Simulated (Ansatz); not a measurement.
# Pt (Fm-3m): search for the barrier of an atomic hop

How high is the barrier for an atom's hop in Pt (Fm-3m)? Aim: a search for the barrier of an atomic hop, for Pt (Fm-3m), run from a script.

All numbers are computed with Ansatz 0.2.0 through its Python package. Level of theory: DFT PBE, plane waves, PAW.

## (1) The system

The structure is cubic, space group Fm-3m (No. 225). The conventional cell has a = 3.922 Å, b = 3.922 Å, c = 3.922 Å, α = 90.00°, β = 90.00°, γ = 90.00°. Pt (site symmetry m-3m) has 12 Pt at 2.77 Å in its first shell of neighbours.

No structure file is read: the coordinates are typed or built in the script.

## (2) The code

File pt_neb.py:

```python
import json

import ansatz as az
import numpy as np

FUNCTIONAL = "PBE"
KMESH = (3, 3, 3)
FILLING = "gaussian"
SMEARING_WIDTH = 0.1


def main() -> None:
    lattice = az.Lattice.of(
        (0.0, 1.9609, 1.9609),
        (1.9609, 0.0, 1.9609),
        (1.9609, 1.9609, 0.0),
    )
    sites = [
        ("Pt", (0.0, 0.0, 0.0)),
    ]
    cell = az.Crystal(lattice=lattice)
    for symbol, position in sites:
        cell = cell.atom(symbol, position)
    start = cell.supercell(2).vacancy("Pt", at=(0.0, 0.0, 0.0)).resolved()
    empty = np.array((0.0, 0.0, 0.0))
    cell = np.array(start.lattice.vectors)
    apart = np.array([site.position for site in start.sites]) - empty
    apart -= np.round(apart)
    distance = [np.linalg.norm(d @ cell) if site.symbol == "Pt" else np.inf for d, site in zip(apart, start.sites)]
    hopper = int(np.argmin(distance))
    end = start.move(hopper, to=np.array(start.sites[hopper].position) - apart[hopper])
    print(f"atom {hopper} (Pt) hops {distance[hopper]:.3f} A")

    setup = (
        start.calculation()
        .functional(FUNCTIONAL)
        .basis(21 * az.Ha)
        .kpoints(*KMESH)
        .occupations(FILLING, width=SMEARING_WIDTH)
        .neb(to=end, images=3, force_tolerance=0.1, max_iterations=40, relax_end_points=True)
    )
    res = setup.run(events_out="pt.ndjson")
    with open("pt.ndjson") as stream:
        events = [json.loads(line) for line in stream]
    steps = [e["data"] for e in events if e["event"] == "neb_iteration"]
    rep = res.report
    print(len(steps), "rounds; largest force on the band at the end", round(steps[-1]["band_force_max_ev_ang"], 4), "eV/A")
    band = res.neb_path()
    energy = np.array([image.lagrangian_ev for image in band.images])

    print("image  path (A)  dE (eV)")
    for number, image in enumerate(band.images):
        mark = "  <- climbing" if number == band.climbing_image else ""
        print(f"{number:4d} {image.path_coordinate_ang:9.3f} {image.lagrangian_ev - energy[0]:9.4f}{mark}")
    print(f"barrier forwards {energy.max() - energy[0]:.3f} eV, backwards {energy.max() - energy[-1]:.3f} eV")
    for kelvin in (300, 600, 900):
        print(f"{kelvin} K: {1e13 * np.exp(-(energy.max() - energy[0]) / (8.617333e-5 * kelvin)):.2e} hops a second")


if __name__ == "__main__":
    main()
```

## (3) Launch

Launch:

```bash
$ python pt_neb.py
```

Without the output at hand: what should come out? Wanted: free energy; barrier forwards; barrier backwards; end to end.

As calculated:

| quantity | value |
| --- | --- |
| free energy | -87659.8521 eV (-12522.8360 eV/atom) |
| barrier forwards | 1.722 eV |
| barrier backwards | 1.722 eV |
| end to end | 0.000 eV |
| band iterations | 5 |

The highest image, number 2, lies 1.722 eV above the start, about 67 times kT at 300 K. A cell this small lets the moving atom feel its images. For a metal this mesh is coarse. Gaps and levels are Kohn-Sham values on a finite set of k-points, without spin-orbit coupling. The cell is small and the mesh coarse, so the barrier is a rough value for a high concentration of the moving defect.
